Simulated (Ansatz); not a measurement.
# TiAl (Pm-3m) in Ansatz: a series of runs, part 2 of 2

Ansatz 0.2.0. The steps go on from the part before.

### Step 4. Relaxation of cell and atoms, LDA

input.yaml

```yaml
crystal:
  lattice:
    - [3.179064, 0.0, 0.0]
    - [0.0, 3.179064, 0.0]
    - [0.0, 0.0, 3.179064]
  atoms:
    - { symbol: Ti, position: [0.0, 0.0, 0.0] }
    - { symbol: Al, position: [0.5, 0.5, 0.5] }
hamiltonian:
  xc: lda
  pseudopotentials: { kind: paw }
kpoints:
  mp_grid: { grid: [8, 8, 8] }
scf:
  occupations: { method: fermi_dirac, width: 0.05 }
output:
  forces: true
  stress: true
  eigenvalues: true
relax:
  f_tol: 0.01
  max_steps: 40
  cell: { stress_tol: 0.05 }
```

Potentials or basis: Ansatz PAW.

The run is started by

```sh
ansatz run input.yaml --threads 2 --pin off --max-ram 5632MiB --backend cpu --events-out ev --progress --plain --runs-dir out
```

Log:

```text
Warning: RAYON_NUM_THREADS=2 ignored (pool sized by the plan → 2); use --threads N
Engine: ansatz 0.2.0, aarch64-unknown-linux-gnu
Pseudopotentials: kind: paw
Pseudopotential: Ti, paw, valence charge 12, recommended cutoff 420 eV (normal), Ti.paw.azcp
Pseudopotential: Al, paw, valence charge 3, recommended cutoff 420 eV (normal), Al.paw.azcp
Functional definition: SPW92
  exchange = slater_x
  correlation = pw_c
Crystal: 2 atoms, lattice volume = 32.129 Å³
Basis set: ecut = 420 eV, 619 PW (Γ)
Bands: 12, of which v1, the nominal top of the filled ones, is band 8 counted from 1 (7 counted from 0)
Symmetry: 48 space group operations
Space group: Pm-3m (ITA 221), of the structure as read, at distance tolerance 3.2e-5 Å
k-points: 35 of 512
Non-local potential: Ti, projectors of the file, l = 0: 3, l = 1: 2, l = 2: 3, l = 3: 1
Non-local potential: Al, projectors of the file, l = 0: 2, l = 1: 2, l = 2: 1
PAW form: soft (Blöchl's): semilocal exchange-correlation on the pseudo side does not see the compensation charge
PAW frozen core: Ti, regenerated for the run's functional, and the local potential with it (the file was generated under x = pbe(κ = 0.804, μ = 0.2195149727645171), c = pbe(β = 0.06672455060314922))
PAW frozen core: Al, regenerated for the run's functional, and the local potential with it (the file was generated under x = pbe(κ = 0.804, μ = 0.2195149727645171), c = pbe(β = 0.06672455060314922))
PAW one-centre angular grid: Ti, 590 points (default); XC on 64 Gauss nodes
PAW one-centre angular grid: Al, 110 points (default); XC on 64 Gauss nodes
Initial density: superposition of atomic densities (neutral atoms: chi_scale 0, normalization atom), corrected by the library's trained network
Initial wavefunctions: pseudopotential atomic-orbital guess
Functional: x = slater, c = lda
SCF iter   1: F=—  HF=-2963.719500 eV  |F-HF|=—  |Δ(HF+E_count)|=         —  Δρ=7.82e-3  dr2=3.12e-2  ethr=1.77e-3  ⟨swp⟩=5.0  Hψ=2169  notcnv=0
preconditioner: auto → none  [metal: Δε(μ)=0.072 eV  Ē_g=5.228 eV  σ=0.050 eV  W_gap=0.34  n_scr=6 (ndim 8)  ℏωp=17.3 eV  f_vac=0.000  D(μ)=2.98/eV (n_scr^D=32)  sad-step TF]
SCF iter   2: F=—  HF=-2963.716174 eV  |F-HF|=—  |Δ(HF+E_count)|=   3.33e-3  Δρ=5.52e-3  dr2=1.69e-2  ethr=2.08e-4  ⟨swp⟩=1.0  Hψ=700  notcnv=0
SCF iter   3: F=—  HF=-2963.712326 eV  |F-HF|=—  |Δ(HF+E_count)|=   3.85e-3  Δρ=4.55e-4  dr2=3.76e-5  ethr=1.12e-4  ⟨swp⟩=2.1  Hψ=636  notcnv=0
SCF iter   4: F=—  HF=-2963.712333 eV  |F-HF|=—  |Δ(HF+E_count)|=   7.26e-6  Δρ=2.85e-5  dr2=2.63e-7  ethr=2.51e-7  ⟨swp⟩=2.1  Hψ=528  notcnv=0
iter 5 did not close the SCF: its close was put off for the readings that it lacked (scf_convergence_deferred on its scf_iter line)
SCF iter   5: F=-2963.712333 eV  HF=-2963.712333 eV  |F-HF|=6.26e-9  |Δ(HF+E_count)|=   4.36e-8  Δρ=7.24e-6  dr2=8.46e-9  ethr=1.76e-9  ⟨swp⟩=2.5  Hψ=670  notcnv=0
SCF iter   6: F=-2963.712333 eV  HF=-2963.712333 eV  |F-HF|=1.20e-9  |Δ(HF+E_count)|=   2.69e-9  Δρ=1.85e-6  dr2=1.15e-9  ethr=5.64e-11  ⟨swp⟩=1.1  Hψ=1264  notcnv=0
SCF 1 converged in 6 iterations: F = -2963.712333 eV  dr2 = 1.15e-9
relax step   1: F+E_penalty+E_count = -2963.71233322 eV  Δ(F+E_penalty+E_count) = +0.000e0 eV  max|allowed force component| = 1.150e-31 eV/Å  Δτ_max = 0.0000 Å  P = -5.815 GPa  Ω = 32.129 Å³  (6 SCF iters, dr2 threshold 1.00e-7 eV, accepted)
Crystal: 2 atoms, lattice volume = 29.725 Å³
Basis set: ecut = 420 eV, 587 PW (Γ)
Initial density: handed on by an earlier stage of this run
Initial wavefunctions: those handed on with the density
iter 1 solved again at ethr=1.98e-5 eV; its pass at ethr=3.10e-3 eV (dr2=2.96e-3 eV) is discarded
SCF iter   1: F=—  HF=-2963.736313 eV  |F-HF|=—  |Δ(HF+E_count)|=         —  Δρ=3.23e-3  dr2=3.02e-3  ethr=1.98e-5  ⟨swp⟩=1.0  Hψ=2743  notcnv=0
preconditioner: auto → none  [metal: Δε(μ)=0.087 eV  Ē_g=5.671 eV  σ=0.050 eV  W_gap=0.40  n_scr=6 (ndim 8)  ℏωp=18.0 eV  f_vac=0.000  D(μ)=2.68/eV (n_scr^D=26)]
SCF iter   2: F=—  HF=-2963.735093 eV  |F-HF|=—  |Δ(HF+E_count)|=   1.22e-3  Δρ=1.28e-3  dr2=3.92e-4  ethr=1.98e-5  ⟨swp⟩=1.9  Hψ=473  notcnv=0
SCF iter   3: F=—  HF=-2963.734862 eV  |F-HF|=—  |Δ(HF+E_count)|=   2.31e-4  Δρ=1.14e-4  dr2=2.24e-6  ethr=2.61e-6  ⟨swp⟩=2.1  Hψ=497  notcnv=0
[... 37 lines left out ...]
SCF iter   3: F=—  HF=-2963.742800 eV  |F-HF|=—  |Δ(HF+E_count)|=   4.93e-8  Δρ=1.38e-6  dr2=5.69e-10  ethr=1.59e-10  ⟨swp⟩=2.8  Hψ=602  notcnv=0
iter 4 did not close the SCF: its close was put off for the readings that it lacked (scf_convergence_deferred on its scf_iter line)
SCF iter   4: F=-2963.742800 eV  HF=-2963.742800 eV  |F-HF|=0.00e0  |Δ(HF+E_count)|=  1.10e-10  Δρ=2.12e-7  dr2=6.16e-12  ethr=3.79e-12  ⟨swp⟩=2.5  Hψ=668  notcnv=0
iter 5 did not close the SCF: its close was put off for the readings that it lacked (scf_convergence_deferred on its scf_iter line)
SCF iter   5: F=-2963.742800 eV  HF=-2963.742800 eV  |F-HF|=0.00e0  |Δ(HF+E_count)|=  1.82e-12  Δρ=1.43e-8  dr2=3.05e-14  ethr=1.00e-12  ⟨swp⟩=1.0  Hψ=420  notcnv=0
iter 6 did not close the SCF: its close was put off for the readings that it lacked (scf_convergence_deferred on its scf_iter line)
SCF iter   6: F=-2963.742800 eV  HF=-2963.742800 eV  |F-HF|=4.55e-13  |Δ(HF+E_count)|=    0.00e0  Δρ=1.13e-9  dr2=1.95e-16  ethr=1.00e-12  ⟨swp⟩=1.0  Hψ=420  notcnv=0
iter 7 did not close the SCF: its close was put off for the readings that it lacked (scf_convergence_deferred on its scf_iter line)
SCF iter   7: F=-2963.742800 eV  HF=-2963.742800 eV  |F-HF|=0.00e0  |Δ(HF+E_count)|=    0.00e0  Δρ=2.92e-10  dr2=4.48e-17  ethr=1.00e-12  ⟨swp⟩=1.0  Hψ=420  notcnv=0
SCF iter   8: F=-2963.742800 eV  HF=-2963.742800 eV  |F-HF|=4.55e-13  |Δ(HF+E_count)|=  4.55e-13  Δρ=9.18e-11  dr2=4.87e-18  ethr=1.00e-12  ⟨swp⟩=1.1  Hψ=985  notcnv=0
SCF 5 converged in 8 iterations: F = -2963.742800 eV  dr2 = 4.87e-18
relax step   5: F+E_penalty+E_count = -2963.74279952 eV  Δ(F+E_penalty+E_count) = +3.923e-4 eV  max|allowed force component| = 1.027e-31 eV/Å  Δτ_max = 0.0000 Å  P = -0.032 GPa  Ω = 30.527 Å³  stress off target by 3.21e-2 GPa  SCF on the basis re-selected at this cell (its energy is not comparable with the rows above)  (8 SCF iters)
basis re-selected at this cell: Δ(F+E_penalty+E_count) = +3.923e-4 eV, ΔP = -0.029 GPa vs the last step (what re-selecting the basis moved, of the pressure what is left beyond the Pulay correction that the steps carried, after the strain that the cell walked since its last selection, with what the two solves' SCF thresholds leave and, on support functions, any second-order correction that the steps lacked; it is no measure of the basis error at this ecutwfc). This SCF's stress stands 3.21e-2 GPa from its target on what of the cell is left free (relax.cell.stress_tol is 5.00e-2 GPa) and its largest allowed force component is 1.03e-31 eV/Å (relax.f_tol is 1.00e-2 eV/Å): within both
SCF converged after 8 iterations
Free energy (F): -2963.742800 eV
Harris-Foulkes:  -2963.742800 eV  (|F-HF|=4.55e-13)
Internal energy: -2963.720640 eV  (E = F + TS)
E sigma→0 (E₀):  -2963.731720 eV
Entropy (-TS):   -0.022160 eV (-11.080 meV/atom)
Fermi energy:    11.856769 eV
--- Per-component energies (eV) ---
  E_band       = -153.079422
  E_kinetic    = 298.546683
  E_local      = -1000.177332  (includes V_loc(G=0)·N_el)
  E_nonlocal   = 24.159917
  E_hartree    = 426.864465
  E_xc         = -137.223375
  E_vxc        = -152.501937  (∫ρ·V_xc dr)
  E_paw        = -1443.207710  (= ΣΔE_a)
  E_vpaw       = -176.835784  (= ΣTr[D̂ρ^β])
  E_aug_tail   = 0.000100  (compensation charges beyond the density's cutoff)
  E_ewald      = -1133.065054
  E_core_change = 0.381667  (= ΣΔE_core)
  E_smearing   = -0.022160  (= −TS)
  E_closure    = 0.000000  (closes the sum)
  Σ components = -2963.742800   (vs F -2963.742800, Δ=0.00e0)
--- Forces (eV/Å), atoms counted from 1 ---
  atom   1  Ti    -0.00000000     0.00000000     0.00000000
  atom   2  Al    -0.00000000    -0.00000000     0.00000000
  max |Σ_I F_I| component: 2.49e-31 eV/Å
--- Stress (GPa, compression-positive) ---
       -0.032071      -0.000000       0.000000
       -0.000000      -0.032071       0.000000
        0.000000       0.000000      -0.032071
  P = ⅓ Tr σ = -0.0321 GPa (-0.321 kbar)
--- Band table (eV; the first three rows and the last of 35) ---
  k-point 0: bands = ["-44.3293", "-20.8390", "-20.8390", "-20.8390", "2.4301", "10.3189", "10.3189", "13.7303", "13.7303", "13.7303", "16.5229", "16.5229"]
  k-point 1: bands = ["-44.3264", "-20.8707", "-20.8362", "-20.8362", "2.6897", "10.1847", "10.4353", "13.3297", "13.3297", "13.7623", "15.6596", "17.1074"]
  k-point 2: bands = ["-44.3195", "-20.9466", "-20.8296", "-20.8296", "3.4440", "9.4437", "10.7423", "12.6557", "12.6557", "13.8408", "14.8216", "18.3573"]
  k-point 34: bands = ["-44.2721", "-20.9944", "-20.9944", "-20.9944", "8.6208", "8.6208", "8.6208", "12.7149", "14.8682", "14.8682", "14.9854", "14.9854"]
--- Relaxed structure (4 steps of the walk, 4 accepted, 1 SCFs on fresh bases) ---
  F+E_penalty+E_count = -2963.74279952 eV   max|allowed force component| = 1.027e-31 eV/Å   (the final SCF, on the basis selected at the relaxed cell)
  cell:  # Å, volume = 30.5273 Å³
    - [3.1253309878748032, -2.0061770254033704e-34, 3.290130321661528e-34]
    - [-2.0061770254033704e-34, 3.1253309878748032, 0.0]
    - [-5.697542752145573e-34, 0.0, 3.1253309878748032]
  atoms:
    - { symbol: Ti, position: [1.6659958236339027e-34, -2.524236096415004e-36, -2.6903664324766744e-50] }
    - { symbol: Al, position: [0.5, 0.5, 0.5] }
```

Run time: 3.1 s. Hardware: 2 threads of Arm Neoverse V1, shared host; peak memory 0.29 GiB.

What came out:

```
Free energy                            : -2963.7428 eV
Relaxed volume                         : 15.26 Å³/atom
Relaxed cell                           : a = 3.125 Å, b = 3.125 Å, c = 3.125 Å, α = 90.00°, β = 90.00°, γ = 90.00°
Space group after relaxing (to 0.05 Å) : Pm-3m (No. 221)
Energy gained by relaxing              : 15.2 meV/atom
Ionic steps                            : 5
Pressure after relaxing                : 0.0 GPa
Band gap on the k mesh                 : none (metal or under the smearing width)
```

The path:
| step | energy change (eV) | largest force (eV/Å) | volume (Å³) |
| --- | --- | --- | --- |
| 1 | 0.0000 | 0.0000 | 32.13 |
| 2 | -0.0225 | 0.0000 | 29.73 |
| 3 | -0.0308 | 0.0000 | 30.59 |
| 4 | -0.0309 | 0.0000 | 30.53 |
| 5 | -0.0305 | 0.0000 | 30.53 |

Final structure:
```
Ti Al
1.0
     3.12533    0.00000    0.00000
     0.00000    3.12533    0.00000
     0.00000    0.00000    3.12533
Ti Al
1 1
Direct
  0.00000 0.00000 0.00000
  0.50000 0.50000 0.50000
```

Levels at points of the mesh, in eV from the Fermi level:
| k point | band 4 | band 5 | band 6 | band 7 | band 8 | band 9 | band 10 | band 11 |
| --- | --- | --- | --- | --- | --- | --- | --- | --- |
| (0.00, 0.00, 0.00) | -32.70 | -9.43 | -1.54 | -1.54 | 1.87 | 1.87 | 1.87 | 4.67 |
| (0.00, 0.00, -0.50) | -32.68 | -6.04 | -5.27 | -0.59 | 0.12 | 0.12 | 2.10 | 3.22 |
| (0.00, -0.50, -0.50) | -32.66 | -5.15 | -2.03 | -2.03 | -1.50 | 0.69 | 0.69 | 2.94 |
| (-0.50, -0.50, -0.50) | -32.85 | -3.24 | -3.24 | -3.24 | 0.86 | 3.01 | 3.01 | 3.13 |

Caveat: the plane-wave basis is chosen anew once the cell has moved, so the energies of steps on either side of that aren't comparable; the PAW data sets come from PBE, with cores solved anew for the run's functional, which leaves a small shift of forces and pressure.

### Step 5. Overview

| task | level | cell | smearing | gap on the mesh (eV) | pressure (GPa) | relaxed volume (Å³/atom) |
| --- | --- | --- | --- | --- | --- | --- |
| single point | PBE | as given | gaussian 0.011 eV | none | 0.7 | - |
| relaxation of cell and atoms | PBE | relaxed | fermi-dirac 0.05 eV | none | 0.0 | 16.19 |
| relaxation of cell and atoms | LDA | relaxed | fermi-dirac 0.05 eV | none | 0.0 | 15.26 |

Alike in all rows: potentials or basis Ansatz PAW; no spin polarisation; k mesh 8 × 8 × 8; cutoff (eV) 420.

Caveats: the plane-wave basis is chosen anew once the cell has moved, so the energies of steps on either side of that aren't comparable (some runs); the PAW data sets come from PBE, with cores solved anew for the run's functional, which leaves a small shift of forces and pressure (some runs).

Total energies depend on the potentials used, so only differences within one code and one set of settings carry meaning.
